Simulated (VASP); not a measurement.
# KTaO3 (Pm-3m) in VASP: settings compared, part 2 of 2

VASP 6.6.1. Earlier steps stand in the parts before.

## Step 4: Equation of state, LDA, 11.91 Å³/atom (a relaxed cell with its volume scaled by 0.96)

Contents of INCAR:

```
ALGO = Normal
EDIFF = 1E-6
ENCUT = 520
ISIF = 2
ISMEAR = 0
KPAR = 2
LASPH = T
LCHARG = F
LREAL = F
LWAVE = F
NELM = 100
PREC = Accurate
SIGMA = 0.02
```

Contents of KPOINTS:

```
k-points
0
Gamma
  6 6 6
```

Contents of POSCAR:

```
KTaO3                                   
1.0
    3.9054251254     -0.0000000000      0.0000000000
    0.0000000000      3.9054251254      0.0000000000
    0.0000000000     -0.0000000000      3.9054251254
  Ta              K               O             
     1     1     3
Direct
     0.0000000000000000    0.0000000000000000    0.0000000000000000
     0.5000000000000000    0.5000000000000000    0.5000000000000000
     0.0000000000000000    0.0000000000000000    0.5000000000000000
     0.0000000000000000    0.5000000000000000    0.0000000000000000
     0.5000000000000000    0.0000000000000000    0.0000000000000000
```

Potentials or basis: VASP PAW LDA potentials, release 64 (Ta_pv, K_sv, O).

On the command line:

```bash
$ cat potpaw_LDA.64/Ta_pv/POTCAR potpaw_LDA.64/K_sv/POTCAR potpaw_LDA.64/O/POTCAR > POTCAR
$ mpirun -np 2 vasp_std > vasp.out
```

OUTCAR:

```text
EDIFF = 1E-6
   ENCUT = 520
   ISIF = 2
   ISMEAR = 0
   LASPH = T
   LREAL = F
   NELM = 100
   PREC = Accurate

 ion  position               nearest neighbor table
   1  0.000  0.000  0.000-   3 1.95   4 1.95   5 1.95   3 1.95   4 1.95   5 1.95   2 3.38   2 3.38
                             2 3.38   2 3.38   2 3.38   2 3.38   2 3.38   2 3.38
   2  0.500  0.500  0.500-   3 2.76   4 2.76   5 2.76   4 2.76   5 2.76   3 2.76   5 2.76   5 2.76
                             3 2.76   4 2.76   4 2.76   3 2.76   1 3.38   1 3.38   1 3.38   1 3.38
   3  0.000  0.000  0.500-   1 1.95   1 1.95   2 2.76   2 2.76   2 2.76   2 2.76
[... 721 lines left out ...]
  -------------------------------------------------------------------------------------
  Total        3.7098062      3.7098062      3.7098062      0.0000000     -0.0000000     -0.0000000
  in kB       99.7830690     99.7830690     99.7830690      0.0000000     -0.0000000     -0.0000000
  external PRESSURE =      99.7830690 kB  Pullay stress =       0.0000000 kB

 VOLUME and BASIS-vectors are now :
 -----------------------------------------------------------------------------
  energy-cutoff  :      520.00
  volume of cell :       59.57
      direct lattice vectors                 reciprocal lattice vectors
     3.905425125  0.000000000  0.000000000     0.256054070  0.000000000  0.000000000
     0.000000000  3.905425125  0.000000000     0.000000000  0.256054070  0.000000000
     0.000000000  0.000000000  3.905425125     0.000000000  0.000000000  0.256054070

 POSITION                                       TOTAL-FORCE (eV/Angst)
 -----------------------------------------------------------------------------------
      0.00000      0.00000      0.00000         0.000000      0.000000      0.000000
      1.95271      1.95271      1.95271         0.000000      0.000000      0.000000
      0.00000      0.00000      1.95271         0.000000      0.000000      0.000000
      0.00000      1.95271      0.00000         0.000000      0.000000      0.000000
      1.95271      0.00000      0.00000         0.000000      0.000000      0.000000
 -----------------------------------------------------------------------------------
    total drift:                                0.000000     -0.000000      0.000000

  FREE ENERGIE OF THE ION-ELECTRON SYSTEM (eV)
  ---------------------------------------------------
  free  energy   TOTEN  =       -44.9787751725 eV

  energy  without entropy=      -44.9787751725  energy(sigma->0) =      -44.97877517
```

stdout:

```text
POSCAR found type information on POSCAR TaK O
 POSCAR found :  3 types and       5 ions
 scaLAPACK will be used
 LDA part: xc-table for (Slater(with rela. corr.)+CA(PZ))
 , standard interpolation
 POSCAR, INCAR and KPOINTS ok, starting setup
 FFT: planning ... GRIDC
 FFT: planning ... GRID_SOFT
 FFT: planning ... GRID
 WAVECAR not read
 entering main loop
```

It took 16 s on 2 MPI ranks of AMD EPYC 7R13 (Zen 3), shared host; peak memory 0.14 GiB.

Results:

```yaml
Free_energy: -44.9788 eV
Pressure: 10.0 GPa
Band_gap_on_the_k_mesh: 2.14 eV, indirect (least direct gap 2.73 eV)
```

Caveat: spin-orbit coupling is left out, which moves the levels of the heavy elements.

## Step 5: Equation of state, LDA, 12.16 Å³/atom (a relaxed cell with its volume scaled by 0.98)

INCAR is that of step 4.

KPOINTS is that of step 4.

POSCAR, as its differences from that of step 4:

```diff
@@ -2,5 +2,5 @@
 1.0
-    3.9054251254     -0.0000000000      0.0000000000
-    0.0000000000      3.9054251254      0.0000000000
-    0.0000000000     -0.0000000000      3.9054251254
+    3.9323599429     -0.0000000000      0.0000000000
+    0.0000000000      3.9323599429      0.0000000000
+    0.0000000000     -0.0000000000      3.9323599429
   Ta              K               O
```

On the command line:

```bash
$ cat potpaw_LDA.64/Ta_pv/POTCAR potpaw_LDA.64/K_sv/POTCAR potpaw_LDA.64/O/POTCAR > POTCAR
$ mpirun -np 2 vasp_std > vasp.out
```

Wall time 13 s (2 MPI ranks of AMD EPYC 7R13 (Zen 3), shared host); peak memory 0.14 GiB.

The run converged. Its results:

```
Free energy            : -45.0371 eV
Pressure               : 4.8 GPa
Band gap on the k mesh : 2.10 eV, indirect (least direct gap 2.70 eV)
```

Caveat: spin-orbit coupling is left out, which moves the levels of the heavy elements.

## Step 6: Equation of state, LDA, 12.41 Å³/atom

INCAR is that of step 5.

KPOINTS is that of step 5.

POSCAR, as its differences from that of step 5:

```diff
@@ -2,5 +2,5 @@
 1.0
-    3.9323599429     -0.0000000000      0.0000000000
-    0.0000000000      3.9323599429      0.0000000000
-    0.0000000000     -0.0000000000      3.9323599429
+    3.9589307485     -0.0000000000      0.0000000000
+    0.0000000000      3.9589307485      0.0000000000
+    0.0000000000     -0.0000000000      3.9589307485
   Ta              K               O
```

Potentials or basis: VASP PAW LDA potentials, release 64 (Ta_pv, K_sv, O).

On the command line:

```bash
$ cat potpaw_LDA.64/Ta_pv/POTCAR potpaw_LDA.64/K_sv/POTCAR potpaw_LDA.64/O/POTCAR > POTCAR
$ mpirun -np 2 vasp_std > vasp.out
```

Run time: 13 s. Hardware: 2 MPI ranks of AMD EPYC 7R13 (Zen 3), shared host; peak memory 0.14 GiB.

It converged, with:

```
Free energy            : -45.0579 eV
Pressure               : 0.2 GPa
Band gap on the k mesh : 2.06 eV, indirect (least direct gap 2.68 eV)
```

Caveat: spin-orbit coupling is left out, which moves the levels of the heavy elements.

## Step 7: Equation of state, LDA, 12.66 Å³/atom (a relaxed cell with its volume scaled by 1.02)

INCAR is that of step 6.

KPOINTS is that of step 6.

POSCAR, as its differences from that of step 6:

```diff
@@ -2,5 +2,5 @@
 1.0
-    3.9589307485     -0.0000000000      0.0000000000
-    0.0000000000      3.9589307485      0.0000000000
-    0.0000000000     -0.0000000000      3.9589307485
+    3.9851495970     -0.0000000000      0.0000000000
+    0.0000000000      3.9851495970      0.0000000000
+    0.0000000000     -0.0000000000      3.9851495970
   Ta              K               O
```

On the command line:

```bash
$ cat potpaw_LDA.64/Ta_pv/POTCAR potpaw_LDA.64/K_sv/POTCAR potpaw_LDA.64/O/POTCAR > POTCAR
$ mpirun -np 2 vasp_std > vasp.out
```

Wall time 16 s (2 MPI ranks of AMD EPYC 7R13 (Zen 3), shared host); peak memory 0.14 GiB.

The run converged. Its results:

* Free energy: -45.0444 eV
* Pressure: -4.0 GPa
* Band gap on the k mesh: 2.02 eV, indirect (least direct gap 2.65 eV)

Caveat: spin-orbit coupling is left out, which moves the levels of the heavy elements.

## Step 8: Equation of state, LDA, 12.91 Å³/atom (a relaxed cell with its volume scaled by 1.04)

INCAR is that of step 7.

KPOINTS is that of step 7.

POSCAR, as its differences from that of step 7:

```diff
@@ -2,5 +2,5 @@
 1.0
-    3.9851495970     -0.0000000000      0.0000000000
-    0.0000000000      3.9851495970      0.0000000000
-    0.0000000000     -0.0000000000      3.9851495970
+    4.0110279169     -0.0000000000      0.0000000000
+    0.0000000000      4.0110279169      0.0000000000
+    0.0000000000     -0.0000000000      4.0110279169
   Ta              K               O
```

On the command line:

```bash
$ cat potpaw_LDA.64/Ta_pv/POTCAR potpaw_LDA.64/K_sv/POTCAR potpaw_LDA.64/O/POTCAR > POTCAR
$ mpirun -np 2 vasp_std > vasp.out
```

Wall time 14 s (2 MPI ranks of AMD EPYC 7R13 (Zen 3), shared host); peak memory 0.14 GiB.

Results (log left out):

```
Free energy            : -45.0005 eV
Pressure               : -7.7 GPa
Band gap on the k mesh : 1.99 eV, indirect (least direct gap 2.62 eV)
```

Caveat: spin-orbit coupling is left out, which moves the levels of the heavy elements.

## Step 9: Equation of state, LDA

This run uses another cell than the first one, of 12.41 Å³/atom, 0.978 times its volume.

Potentials or basis: VASP PAW LDA potentials, release 64 (Ta_pv, K_sv, O).

This step only gathers the single runs of the series.

Results:

| Item | Value |
| --- | --- |
| Equilibrium volume | 12.43 Å³/atom |
| Bulk modulus | 217 GPa |
| Pressure derivative of the bulk modulus | 4.3 (rough: it moves with the points fitted) |

Energy against volume, from the lowest point:
| volume (Å³/atom) | energy (meV/atom) |
| --- | --- |
| 11.913 | 15.82 |
| 12.162 | 4.15 |
| 12.410 | 0.00 |
| 12.658 | 2.70 |
| 12.906 | 11.47 |

## Step 10: The reference run

An earlier run on the cell as given: functional PBEsol; potentials or basis VASP PAW PBE potentials, release 64 (Ta_pv, K_sv, O); cutoff 520 eV; k mesh 7 × 7 × 7; occupations fermi-dirac, width 0.05 eV; no spin polarisation.

* Pressure: 0.3 GPa
* Band gap on the k mesh: 2.14 eV, indirect (least direct gap 2.71 eV)

## Step 11: Summary

| task | level | potentials or basis | cell | k mesh | smearing | ladder | gap on the mesh (eV) | pressure (GPa) |
| --- | --- | --- | --- | --- | --- | --- | --- | --- |
| band structure | r2SCAN | VASP PAW PBE potentials, release 64 (Ta_pv, K_sv, O) | Pm-3m, 12.69 Å³/atom | 8 × 8 × 8 | gaussian 0.02 eV | gaps | 2.60 | 1.2 |
| band structure | TB-mBJ | VASP PAW PBE potentials, release 64 (Ta_pv, K_sv, O) | Pm-3m, 12.69 Å³/atom | 8 × 8 × 8 | gaussian 0.02 eV | gaps | 3.50 | - |
| equation of state | LDA | VASP PAW LDA potentials, release 64 (Ta_pv, K_sv, O) | Pm-3m, 12.41 Å³/atom | 6 × 6 × 6 | gaussian 0.02 eV | gaps | - | - |
| single point | PBEsol | VASP PAW PBE potentials, release 64 (Ta_pv, K_sv, O) | Pm-3m, 12.69 Å³/atom | 7 × 7 × 7 | fermi-dirac 0.05 eV | free | 2.14 | 0.3 |

Alike in all rows: no spin polarisation; cutoff (eV) 520.

Caveats: the PAW data sets were made with another functional, which shifts forces and pressure a little (some runs); spin-orbit coupling is left out, which moves the levels of the heavy elements (some runs); an odd mesh through Γ misses points on the zone boundary, where band edges often lie (some runs).

Total energies depend on the potentials used, so only differences within one code and one set of settings carry meaning.
